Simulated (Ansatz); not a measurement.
**BaSnO3 (model structure, started from the tetragonal perovskite type, Pm-3m, No. 221, 5 atoms in the cell)**

The numbers are results of PBEsol (plane waves, PAW; Ansatz, an electronic-structure program), not measurements.

Numerical settings: plane-wave cutoff 500 eV, 10×10×10 k mesh, Fermi–Dirac smearing 0.05 eV, scalar-relativistic PAW data made under PBE.

Cell (relaxed at this level):

BaSnO3 is modelled in the cubic space group Pm-3m (No. 221), the cubic perovskite structure, Pearson symbol cP5. Cell: a = b = c = 4.1221 Å, α = β = γ = 90.00°. Sn on 1b sees 6 O at 2.061 Å (octahedral). Ba on 1a sees 12 O at 2.915 Å (cuboctahedral). O on 3c sees 2 Sn at 2.061 Å and 4 Ba at 2.915 Å (octahedral). (Neighbours: up to the widest gap in distance over summed covalent radii, below 1.35, at either atom; cation-cation and far metal-metal contacts left out.)

```json
{
 "band_gap": "0.86 eV (on the SCF k mesh)"
}
```

Spin–orbit coupling is not included.

Static lattice: no zero-point or thermal effects.

Computing time: about 110 core-seconds (a rough figure).

A model structure was made by putting elements into a prototype or built by hand; here it ended with the formula and space group of a phase in our tables.
